Scalar-relativistic LDA calculations with Ansatz 0.2.0 for the 4-atom cell of wurtzite AlN (PAW, 520 eV plane-wave cutoff, 9×9×6 k mesh, 0.05 eV Gaussian smearing, no spin polarization). Strain is equal along x, y and z at fixed fractional coordinates, and free energies are relative to the relaxed cell. Mode amplitude is the largest atomic displacement in the unstrained cell.

```
  strain  free energy change at mode amplitude -0.0516 angstrom (meV a cell)  free energy change at mode amplitude -0.0344 angstrom (meV a cell)  free energy change at mode amplitude 0.0172 angstrom (meV a cell)  free energy change at mode amplitude 0.0516 angstrom (meV a cell)  free energy change at mode amplitude 0.0688 angstrom (meV a cell)  free energy change at mode amplitude 0.086 angstrom (meV a cell)
-0.02500                                                               182.2                                                               171.4                                                              164.9                                                              182.8                                                              198.6                                                             219.0
-0.01670                                                                90.9                                                                79.8                                                               73.1                                                               91.5                                                              107.7                                                             128.8
-0.00830                                                                37.7                                                                26.3                                                               19.4                                                               38.3                                                               54.9                                                              76.5
 0.00000                                                                21.2                                                                 9.4                                                                2.4                                                               21.7                                                               38.8                                                              60.8
 0.00830                                                                38.0                                                                26.0                                                               18.8                                                               38.5                                                               55.9                                                              78.4
 0.01670                                                                86.6                                                                74.3                                                               67.0                                                               87.1                                                              104.8                                                             127.8
 0.02500                                                               163.6                                                               151.2                                                              143.7                                                              164.1                                                              182.2                                                             205.5
```

Squeezing a crystal usually costs more than stretching it by the same amount, and most of this table of wurtzite aluminium nitride obeys that rule. At strains of ±0.0167 and ±0.025 the compressed cell is the more expensive one in every column. The smallest pair, ±0.0083, starts out the same way, with 26.3 meV for the compressed cell against 26.0 meV for the stretched one at an amplitude of −0.0344 Å. At 0.086 Å the order has turned round, and the stretched cell costs about 2 meV more. The reversal comes from a contest between two effects that grow with strain at different rates.

Two distortions are combined here. The strain s changes all three edges of the cell by the same fraction, so at s = 0.025 every Al–N bond is longer by about 0.047 Å. The mode, with amplitude a, slides buckled Al–N double layers against each other, sideways to the hexagonal axis. Aluminium and nitrogen within one double layer move almost together, and the bonds that join neighbouring layers tilt.

Tilting is cheap because it hardly changes a bond's length. At the largest amplitude the bonds along the axis lean by about 5°, yet they lengthen by only 0.007 Å. The bonds within a double layer change about as little, because their two ends move apart or together by at most 0.009 Å. Bonds between aluminium and nitrogen resist a change of length much more strongly than a change of direction. Strain changes the length of every bond, so the energy rises steeply on both sides of zero strain. The mode has a fixed amplitude within each column and adds a nearly constant amount, which leaves the main shape of the column to the strain.

The two limiting cases show what each distortion does alone. With no mode, the same calculations give the cost of pure strain: 162.7 meV at s = −0.025 and 141.1 meV at s = 0.025. With no strain, the mode costs 60.8 meV at 0.086 Å. Whatever a strained and displaced cell costs beyond its pure strain is the cost of the mode in that cell.

Pure strain is lopsided for a familiar reason. When atoms are pushed together, the repulsion between their electron shells rises ever more steeply, whereas a stretched bond gradually loses its grip. Very close to rest neither tendency has had room to develop, and the energy is a symmetric parabola. The lopsidedness enters essentially with the next term, which goes as the cube of the strain, so it fades quickly as the strain becomes small.

The mode leans the other way: it costs more in a stretched cell than in a compressed one. At 0.086 Å the difference is 2.6 meV for the smallest pair of strains and 8.1 meV for the largest. Tripling the strain therefore triples this difference, whereas it multiplies the lopsidedness of pure strain by nearly thirty, from 0.74 to 21.6 meV. That is slightly more than the 27 of a pure cube, as would be expected if the relaxed cell retains a very small residual stress, which matters most for the smallest pair. At large strain the cubic effect is far ahead, and at small strain the linear one can catch up.

The leading terms of the energy put this into one line, with α, β, κ and g as positive constants:

E(s, a) ≈ αs² − βs³ + κa²(1 + gs)

Subtracting the stretched cell from the compressed one removes everything that is the same on both sides:

E(−|s|, a) − E(|s|, a) ≈ 2β|s|³ − 2κg|s|a²

The first term is the ordinary penalty on compression, and the second is the extra cost of the mode in the stretched cell. They balance at an amplitude that is proportional to the strain. Half the strain should thus need only half the amplitude for the order to turn round.

The table follows this rule. For the smallest pair the order changes between 0.0344 and 0.0516 Å. The middle pair has twice the strain and should change at twice the amplitude, somewhere between about 0.07 and 0.10 Å. It has not yet done so at 0.086 Å, but the lead of the compressed cell has shrunk from 6.4 to 1.0 meV. The largest pair would need three times the amplitude of the smallest, which lies beyond the last column.

It remains to explain why the mode costs more in a stretched cell. A stiffer crystal is the obvious answer, but most of the effect has a plainer origin. The displacements are held as fixed fractions of the cell edges, so when the cell grows by the factor 1 + s, the atoms also move farther by that factor. The amplitude in the column heads is therefore the true displacement only in the unstrained cell.

The size of this effect can be estimated without any adjustable constant. The energy of a spring grows as the square of its displacement, so the mode cost should grow as (1 + s)², or nearly 1 + 2s. This means g = 2. For the smallest pair at 0.086 Å, the cost of the mode at rest then gives the difference between the stretched and the compressed cell:

2κa²g|s| = 2 × 60.8 meV × 2 × 0.0083 ≈ 2.0 meV

The calculated difference is 2.6 meV, so the estimate accounts for about three quarters of it. It also exceeds the 0.74 meV by which pure strain favours the stretched cell, and so it is enough by itself to turn the order round at this amplitude. The only input is the mode cost in the unstrained cell; the strained cells test the result.

The same reasoning shows what would happen if the atoms moved equally far in ångström in both cells. Dividing each mode cost by (1 + s)² makes that correction. The two cells of the smallest pair then come out within about 0.1 meV of each other at 0.086 Å. The compressed cell is barely the dearer one there, and at the opposite sign of the amplitude the unrounded energies make it barely the cheaper one, so the result is in effect a tie. The clear reversal in the table thus owes most of its size to how the displacement is measured, and only a minor part to a change in the crystal's stiffness.

That minor part is still visible. From the most compressed to the most stretched cell, the mode cost at 0.086 Å rises by 14%, of which 3 to 4% is left at equal true displacement. The remainder is not a steady climb: the corrected cost goes from 59.23 to 60.8 meV on the compressed side and then levels off at 61.29 meV on the stretched side. Because a vibrational frequency goes as the square root of the stiffness, this corresponds to a rise of about 2%. Anyone who read the raw energies as a change in stiffness would overstate it about fourfold. The small remainder also holds only for this particular pattern of displacements, which was kept the same in every strained cell.

One contribution to the remainder should be the tension in the bonds. A taut string resists being pushed sideways, because a sideways push must lengthen it against the pull. The tilted bonds between the layers are in a similar position: stretching the cell puts them under tension, while compressing it makes them push outwards and so eases the tilt. The direction is right, but the size is not. If the energy of pure strain is shared equally among the eight bonds of the cell, tension alone would raise the mode cost at 0.086 Å by about 23 meV from the most compressed to the most stretched cell, whereas only 2 meV is left to explain. If the estimate is roughly right, something else cancels most of it, perhaps a weaker resistance to bending in longer bonds. This is a rough argument, since the energies here do not separate the two effects.

One more irregularity concerns the sign of the amplitude. At 0.0516 Å the positive direction costs 0.5 to 0.6 meV more than the negative one in every row. Sliding the layers one way is not equivalent to sliding them the other way, since no symmetry operation of the crystal turns the pattern into its reverse. The energy may therefore contain a term in the cube of the amplitude, and the full set of runs shows that it does: the difference between the two signs grows as the cube of the amplitude. This term is nearly the same in compressed and stretched cells, and the order of the smallest pair is reversed at both signs of this amplitude.

The energies describe a cell whose atoms may not adjust. Under real pressure the ratio of height to width and the positions of the atoms inside the cell would shift a little and lower the cost, so the values away from rest are upper bounds on what the same method would give for a cell relaxed at the same volume and mode amplitude. For pure strain the saving is expected to be slight in this crystal, whose height and width should compress at nearly the same rate, but these runs do not measure it. The output below splits the energies at 0.0516 and 0.086 Å into their strain and mode parts and lists the differences used here; no constants were adjusted to the rows.

Printed output of the fit:

```
Split of the energy in meV a cell:
      row  pure strain  mode cost at 0.0516 A (mean of both signs)  mode cost at 0.086 A  mode cost at 0.086 A of true displacement
   -0.025        162.7                                       19.81                 56.31                                      59.23
  -0.0167        70.85                                       20.35                 57.95                                      59.94
  -0.0083        17.07                                       20.93                 59.43                                      60.43
      0.0            0                                       21.45                  60.8                                       60.8
   0.0083        16.33                                       21.92                 62.07                                      61.05
   0.0167        64.48                                       22.36                 63.31                                      61.25
    0.025        141.1                                       22.74                 64.39                                      61.29
Smallest pair, compressed less stretched, amplitude 0 (meV): 0.74
Smallest pair, compressed less stretched, amplitude 0.0172 A (meV): 0.6
Smallest pair, compressed less stretched, amplitude -0.0344 A (meV): 0.3
Smallest pair, compressed less stretched, amplitude -0.0516 A (meV): -0.3
Smallest pair, compressed less stretched, amplitude 0.0516 A (meV): -0.2
Smallest pair, compressed less stretched, amplitude 0.0688 A (meV): -1
Smallest pair, compressed less stretched, amplitude 0.086 A (meV): -1.9
Middle pair, compressed less stretched, amplitude 0 (meV): 6.364
Middle pair, compressed less stretched, amplitude 0.086 A (meV): 1
Largest pair, compressed less stretched, amplitude 0 (meV): 21.58
Largest pair, compressed less stretched, amplitude 0.086 A (meV): 13.5
Smallest pair, mode cost stretched less compressed, 0.086 A (meV): 2.64
Middle pair, mode cost stretched less compressed, 0.086 A (meV): 5.364
Largest pair, mode cost stretched less compressed, 0.086 A (meV): 8.08
Smallest pair at equal true displacement 0.086 A, compressed less stretched (meV): 0.1167
Rise of mode cost from most compressed to most stretched, 0.086 A (percent): 14.35
Rise expected from the scaled displacements alone (percent): 10.52
Rise left at equal true displacement, 0.086 A (percent): 3.465
Rise left at equal true displacement, mean of both signs of 0.0516 A (percent): 3.865
Smallest excess of positive over negative amplitude 0.0516 A (meV): 0.5
Largest excess of positive over negative amplitude 0.0516 A (meV): 0.6
Tilt of the bonds along c at amplitude 0.086 A (degrees): 4.921
Lengthening of the bonds along c at amplitude 0.086 A (A): 0.006991
Relative motion of Al and N within a bilayer at amplitude 0.086 A (A): 0.009288
Change of every bond length at the largest strain (A): 0.0469
```
